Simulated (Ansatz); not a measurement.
Cubic perovskite LaAlO3 (cubic high-temperature phase) was calculated with RPBE (Ansatz, a program for electronic structure, PAW).

Numerical settings: plane-wave cutoff 520 eV, 10×10×10 k mesh, Fermi–Dirac smearing 0.01 eV, scalar-relativistic PAW data made under PBE.

The cell has the measured lattice: a = b = c = 3.810 Å, α = β = γ = 90.00°.

Give the computed band gap and smallest direct gap on the k points sampled.


- band gap = 3.56 eV
- smallest direct gap on the k points sampled = 3.69 eV

Note: held by symmetry at 0 K, a high-temperature phase can be a saddle point; cell and atoms aren't relaxed at this level (pressure 4.8 GPa).

Spin–orbit coupling is not included.

Computed values are for the static lattice.

Computing time: about 6 core-seconds (a rough figure).
